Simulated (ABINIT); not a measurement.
Crystal: Fe.

```
CELL_PARAMETERS angstrom
-1.44300 1.44300 1.44300
1.44300 -1.44300 1.44300
1.44300 1.44300 -1.44300
ATOMIC_POSITIONS crystal
Fe 0.00000 0.00000 0.00000
```

Base run:

- Program: ABINIT 10.8.3 (patched build)
- Functional: SOGGA
- Potentials or basis: JTH PAW PBE v2.0
- Cutoff: 707 eV
- k mesh: 13 × 13 × 13
- Occupations: fermi-dirac, width 0.05 eV
- Spin: collinear spin, ferromagnetic start
- Starting moments: [3.0] μB

Its results: band gap on the k mesh none (metal or under the smearing width); pressure -19.5 GPa; net moment 2.29 μB per cell; site moments Fe +2.34 μB.

Task: After a change of settings the same cell gave: band gap on the k mesh none (metal or under the smearing width); pressure -4.7 GPa; net moment 2.15 μB per cell; site moments Fe +2.22 μB. Which change was it?
A. functional from SOGGA to BLYP
B. functional from SOGGA to rPW86PBE
C. functional from SOGGA to PW91
D. functional from SOGGA to RPBE

Result: B.

Caveats: so large a pressure means that the cell lies far from this level's equilibrium, or that cutoff or potentials fall short (some runs); the potentials were made for another functional, which shifts forces and pressure (some runs); the PAW data sets were made with another functional, which shifts forces and pressure a little (some runs).

Runs at the PBE level aren't shown here.
